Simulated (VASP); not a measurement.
**Input and output of a VASP PBEsol relaxation of cell and atoms on TiO$_{2}$ (fluorite)**

INCAR

```
LREAL = .FALSE.
ISIF = 3
PREC = Accurate
EDIFF = 1E-7
NSW = 40
LCHARG = .FALSE.
LASPH = .TRUE.
NELM = 120
ENCUT = 600
ISMEAR = -1
EDIFFG = -5E-3
GGA = PS
SIGMA = 0.02
IBRION = 2
NBANDS = 19
LWAVE = .FALSE.
```

KPOINTS

```
KPOINTS created by Atomic Simulation Environment
0
Gamma
8 8 8
0 0 0
```

POSCAR

```
Ti O
 1.0000000000000000
     0.0000000000000000    2.4149673384147921    2.4149673384147921
     2.4149673384147921    0.0000000000000000    2.4149673384147921
     2.4149673384147921    2.4149673384147921    0.0000000000000000
 Ti  O
   1   2
Cartesian
  0.0000000000000000  0.0000000000000000 -0.0000000000000000
  1.2074836692073960  1.2074836692073960  1.2074836692073960
  3.6224510076221881  3.6224510076221881  3.6224510076221881
```

VASP ran with the recommended PBE PAW datasets (24 valence electrons in the cell).

Command

```
mpirun -np 1 vasp_std
```

From OUTCAR

```
k-points           NKPTS =     29   k-points in BZ     NKDIM =     29   number of bands    NBANDS=     19

   NELECT =      24.0000    total number of electrons

   dimension x,y,z NGX =    28 NGY =   28 NGZ =   28
   dimension x,y,z NGXF=    56 NGYF=   56 NGZF=   56

  energy-cutoff  :      600.00
  volume of cell :       27.33
      direct lattice vectors                 reciprocal lattice vectors
     0.000000000  2.390678695  2.390678695    -0.209145629  0.209145629  0.209145629
     2.390678695  0.000000000  2.390678695     0.209145629 -0.209145629  0.209145629
     2.390678695  2.390678695  0.000000000     0.209145629  0.209145629 -0.209145629

 k-points in reciprocal lattice and weights: KPOINTS created by Atomic Simulation Env
   0.00000000  0.00000000  0.00000000       0.002
   0.12500000  0.00000000  0.00000000       0.016
   0.25000000  0.00000000  0.00000000       0.016
   0.37500000  0.00000000  0.00000000       0.016
   0.50000000  0.00000000  0.00000000       0.008
   0.12500000  0.12500000  0.00000000       0.012
   0.25000000  0.12500000  0.00000000       0.047
   0.37500000  0.12500000  0.00000000       0.047
   ...

 E-fermi :   7.9463

 k-point     1 :       0.0000    0.0000    0.0000
  band No.  band energies     occupation
      1     -50.1100      2.00000
      2     -26.3059      2.00000
      3     -26.3059      2.00000
      4     -26.3059      2.00000
      5     -12.3568      2.00000
      6      -8.4023      2.00000
      7       1.2414      2.00000
      8       1.2414      2.00000
      9       1.2414      2.00000
     10       6.4908      2.00000
     11       6.4908      2.00000
     12       6.4908      2.00000
     13       8.4552      0.00000
     14       8.4552      0.00000
     15      12.8564      0.00000
     16      12.8564      0.00000
     17      12.8564      0.00000
     18      14.9049      0.00000
     19      21.4085      0.00000

 k-point     2 :       0.1250    0.0000    0.0000
  band No.  band energies     occupation
      1     -50.1062      2.00000
      2     -26.3473      2.00000
      3     -26.3107      2.00000
      4     -26.3107      2.00000
      5     -12.1646      2.00000
      6      -8.6316      2.00000
      7       1.3885      2.00000
      8       1.3885      2.00000
      9       1.6674      2.00000
     10       6.0579      2.00000
     11       6.0579      2.00000
     12       6.0618      2.00000
     13       8.7866      0.00000
     14       8.7866      0.00000
     15      12.3792      0.00000
     16      12.7076      0.00000
     17      12.7076      0.00000
     18      15.4552      0.00000
     19      21.3136      0.00000

 k-point     3 :       0.2500    0.0000    0.0000
  band No.  band energies     occupation
      1     -50.0973      2.00000
      2     -26.4453      2.00000
      3     -26.3224      2.00000
      4     -26.3224      2.00000
      5     -11.6667      2.00000
      6      -9.1500      2.00000
      7       1.7634      2.00000
      8       1.7634      2.00000
      9       2.6491      2.00000
     10       5.1662      2.00000
     11       5.3734      2.00000
     12       5.3734      2.00000
     13       9.0997      0.00000
     14       9.0997      0.00000
     15      11.3182      0.00000
     16      12.4675      0.00000
     17      12.4675      0.00000
     18      16.6554      0.00000
     19      21.2256      0.00000

 k-point     4 :       0.3750    0.0000    0.0000
  band No.  band energies     occupation
      1     -50.0883      2.00000
      2     -26.5407      2.00000
      3     -26.3340      2.00000
      4     -26.3340      2.00000
      5     -11.0739      2.00000
      6      -9.6800      2.00000
      7       2.1671      2.00000
      8       2.1671      2.00000
      9       3.5598      2.00000
     10       4.3706      2.00000
     11       4.9213      2.00000
     12       4.9213      2.00000
     13       8.9800      0.00000
     14       8.9800      0.00000
     15      10.5311      0.00000
     16      12.4111      0.00000
     17      12.4111      0.00000
     18      17.3274      0.00000
     19      21.6398      0.00000

 k-point     5 :       0.5000    0.0000    0.0000
  band No.  band energies     occupation
      1     -50.0846      2.00000
      2     -26.5794      2.00000
      3     -26.3388      2.00000
      4     -26.3388      2.00000
      5     -10.7348      2.00000
      6      -9.9710      2.00000
      7       2.3397      2.00000
      8       2.3397      2.00000
      9       3.9155      2.00000
     10       4.0427      2.00000
     11       4.7872      2.00000
     12       4.7872      2.00000
     13       8.8273      0.00000
     14       8.8273      0.00000
     15      10.3105      0.00000
     16      12.4347      0.00000
     17      12.4347      0.00000
     18      17.3640      0.00000
     19      22.0772      0.00000

 k-point     6 :       0.1250    0.1250    0.0000
  band No.  band energies     occupation
      1     -50.1050      2.00000
      2     -26.3500      2.00000
      3     -26.3178      2.00000
      4     -26.3178      2.00000
      5     -12.0997      2.00000
      6      -8.7000      2.00000
      7       1.3656      2.00000
      8       1.3656      2.00000
      9       1.9692      2.00000
     10       5.0120      2.00000
     11       6.4863      2.00000
     12       6.4863      2.00000
     13       8.5569      0.00000
     14       9.0115      0.00000
     15      12.4575      0.00000
     16      12.4575      0.00000
     17      12.7017      0.00000
     18      15.5212      0.00000
     19      21.1183      0.00000

 k-point     7 :       0.2500    0.1250    0.0000
  band No.  band energies     occupation
      1     -50.0978      2.00000
      2     -26.4223      2.00000
      3     -26.3311      2.00000
      4     -26.3299      2.00000
      5     -11.7016      2.00000
      6      -9.0997      2.00000
      7       1.6088      2.00000
      8       1.6381      2.00000
      9       2.8986      2.00000
     10       3.9653      2.00000
     11       6.0774      2.00000
     12       6.1251      2.00000
     13       8.7969      0.00000
     14       9.3138      0.00000
     15      11.6980      0.00000
     16      12.1715      0.00000
     17      12.4964      0.00000
     18      16.4219      0.00000
     19      21.1763      0.00000

 k-point     8 :       0.3750    0.1250    0.0000
  band No.  band energies     occupation
      1     -50.0888      2.00000
      2     -26.5111      2.00000
      3     -26.3486      2.00000
      4     -26.3427      2.00000
      5     -11.1374      2.00000
      6      -9.5906      2.00000
      7       1.9296      2.00000
      8       1.9961      2.00000
      9       3.3282      2.00000
     10       3.9848      2.00000
     11       5.4206      2.00000
     12       5.5159      2.00000
     13       8.8691      0.00000
     14       9.3392      0.00000
     15      10.8087      0.00000
     16      12.1462      0.00000
     17      12.2702      0.00000
     18      17.3830      0.00000
     19      21.5593      0.00000

 k-point     9 :       0.5000    0.1250    0.0000
  band No.  band energies     occupation
      1     -50.0834      2.00000
      2     -26.5626      2.00000
      3     -26.3654      2.00000
      4     -26.3459      2.00000
      5     -10.6762      2.00000
      6      -9.9692      2.00000
      7       1.8947      2.00000
      8       2.3810      2.00000
      9       3.2475      2.00000
     10       4.6494      2.00000
     11       4.8545      2.00000
     12       5.1986      2.00000
     13       8.9146      0.00000
     14       9.0564      0.00000
     15      10.3864      0.00000
     16      12.1691      0.00000
     17      12.2582      0.00000
     18      17.6586      0.00000
     19      22.1416      0.00000

 k-point    10 :      -0.3750    0.1250    0.0000
  band No.  band energies     occupation
      1     -50.0846      2.00000
      2     -26.5494      2.00000
      3     -26.3696      2.00000
      4     -26.3389      2.00000
      5     -10.7995      2.00000
      6      -9.8693      2.00000
      7       1.7343      2.00000
      8       2.5709      2.00000
      9       3.5316      2.00000
     10       4.3209      2.00000
     11       4.4141      2.00000
     12       5.6140      2.00000
     13       8.8346      0.00000
     14       9.2047      0.00000
     15      10.4832      0.00000
     16      12.0643      0.00000
     17      12.3301      0.00000
     18      17.6564      0.00000
     19      22.0208      0.00000

 ...

  Total       -0.0033454     -0.0033454     -0.0033454      0.0000000     -0.0000000     -0.0000000
  in kB       -0.1961407     -0.1961407     -0.1961407      0.0000000     -0.0000000     -0.0000000
  external PRESSURE =      -0.1961407 kB  Pullay stress =       0.0000000 kB

 POSITION                                       TOTAL-FORCE (eV/Angst)
 -----------------------------------------------------------------------------------
      0.00000      0.00000      0.00000        -0.000000     -0.000000     -0.000000
      1.19534      1.19534      1.19534        -0.000000     -0.000000     -0.000000
      3.58602      3.58602      3.58602         0.000000      0.000000      0.000000
 -----------------------------------------------------------------------------------
    total drift:                                0.000000     -0.000000      0.000000

  FREE ENERGIE OF THE ION-ELECTRON SYSTEM (eV)
  ---------------------------------------------------
  free  energy   TOTEN  =       -27.3620864178 eV

  energy  without entropy=      -27.3620864178  energy(sigma->0) =      -27.36208642
```

CONTCAR

```
Ti O
   1.00000000000000
     0.0000000000000000    2.3906786947888770    2.3906786947888770
     2.3906786947888770    0.0000000000000000    2.3906786947888770
     2.3906786947888770    2.3906786947888770    0.0000000000000000
  Ti              O
     1     2
Direct
     0.0000000000000000    0.0000000000000000    0.0000000000000000
     0.2500000000000000    0.2500000000000000    0.2500000000000000
     0.7500000000000000    0.7500000000000000    0.7500000000000000

  0.00000000E+00  0.00000000E+00  0.00000000E+00
  0.00000000E+00  0.00000000E+00  0.00000000E+00
  0.00000000E+00  0.00000000E+00  0.00000000E+00
```

```
relaxed cell vector lengths : 3.381, 3.381, 3.381 Å
relaxed cell volume         : 27.33 Å³
```

The run was restarted once from its relaxed cell; OSZICAR and OUTCAR are the second run's.

The run (the restart alone) took about 29 s on one core of a shared host (Intel Xeon Platinum 8488C) and held 0.16 GiB at most.
